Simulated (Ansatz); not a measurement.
EuS:

```xyz
2
Lattice="0.0000 2.9785 2.9785 2.9785 0.0000 2.9785 2.9785 2.9785 0.0000" Properties=species:S:1:pos:R:3 pbc="T T T"
Eu    0.0000    0.0000    0.0000
S     2.9785    2.9785    2.9785
```

| Item | Value |
| --- | --- |
| Program | Ansatz 0.2.0 |
| Task | relaxation of cell and atoms |
| Functional | BLYP |
| Dispersion | D4 |
| Potentials or basis | Ansatz PAW |
| Cutoff | 420 eV (not typed: the program's choice for these potentials) |
| k mesh | 8 × 8 × 8 |
| Occupations | fermi-dirac, width 0.05 eV |
| Spin | collinear spin, ferromagnetic start |
| Starting moments | [7.0, 0.0] μB |

At the start: volume 26.42 Å³/atom.

Task: How do energy, volume and symmetry change on relaxing?

Result: It ends after 5 steps and the volume is 24.90 Å³/atom (-5.8 %); space group Fm-3m (No. 225, to 0.05 Å); moment 6.96 μB per cell.

Step by step:
```tsv
step	energy change (eV)	largest force (eV/Å)	volume (Å³)
1	0.0000	0.0000	52.85
2	-0.0270	0.0000	48.97
3	-0.0288	0.0000	49.89
4	-0.0289	0.0000	49.80
5	-0.0276	0.0000	49.80
```

Final structure:
```cif
data_structure
_symmetry_space_group_name_H-M 'P 1'
_symmetry_Int_Tables_number 1
_cell_length_a 4.1296
_cell_length_b 4.1296
_cell_length_c 4.1296
_cell_angle_alpha 60.000
_cell_angle_beta 60.000
_cell_angle_gamma 60.000
_cell_volume 49.80
loop_
_atom_site_label
_atom_site_type_symbol
_atom_site_fract_x
_atom_site_fract_y
_atom_site_fract_z
_atom_site_occupancy
Eu1 Eu 0.00000 0.00000 0.00000 1
S1 S 0.50000 0.50000 0.50000 1
```

Caveat: the plane-wave basis is chosen anew once the cell has moved, so the energies of steps on either side of that aren't comparable; a cell with one magnetic atom can't hold antiferromagnetic order, which such compounds often take; without U or exact exchange the open f shell lies at the Fermi level, which spoils levels, moments and volumes; the PAW data sets come from PBE, with cores solved anew for the run's functional, which leaves a small shift of forces and pressure.
